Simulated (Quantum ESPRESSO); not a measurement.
InP, 2 atoms in the cell. Symmetry: F-43m, No. 216, cubic system. The conventional cell has a = 5.861 Å, b = 5.861 Å, c = 5.861 Å, α = 90.00°, β = 90.00°, γ = 90.00°. In (site symmetry -43m) has 4 P at 2.54 Å as nearest neighbours. P (site symmetry -43m) has 4 In at 2.54 Å as nearest neighbours. 

```yaml
Program: Quantum ESPRESSO 7.5
Task: phonons
Functional: PBEsol
Potentials_or_basis: GBRV 1.5 PBEsol
Cutoff: 612 eV
Density_cutoff: 4898 eV
k_mesh: 8 × 8 × 8, shifted
Occupations: fermi-dirac, width 0.05 eV
Spin: no spin polarisation
Mixing_beta: 0.5
Most_SCF_iterations: 120
SCF_threshold: 4e-10 Ry
```

Potentials or basis: GBRV 1.5 PBEsol.

Run with:

```sh
$ OMP_NUM_THREADS=1 pw.x -in pw.in > pw.out
$ OMP_NUM_THREADS=1 pw.x -in relax.in > relax.out
$ OMP_NUM_THREADS=1 pw.x -in scf2.in > scf2.out
$ OMP_NUM_THREADS=1 ph.x -in ph.in > ph.out
$ OMP_NUM_THREADS=1 dynmat.x -in dynmat.in > dynmat.out
$ OMP_NUM_THREADS=1 dynmat.x -in dynmat_lo.in > dynmat_lo.out
```

Hardware: 1 thread of Arm Neoverse V1 (shared host).

Problem. How long does it take, and how much memory?

Solution. It took 14 min on 1 thread of Arm Neoverse V1, on a shared host, peak memory 0.19 GiB. Counts: scf iterations 31, k pools 1, bands 15, ion steps 1, k points 60, g dense 39189.
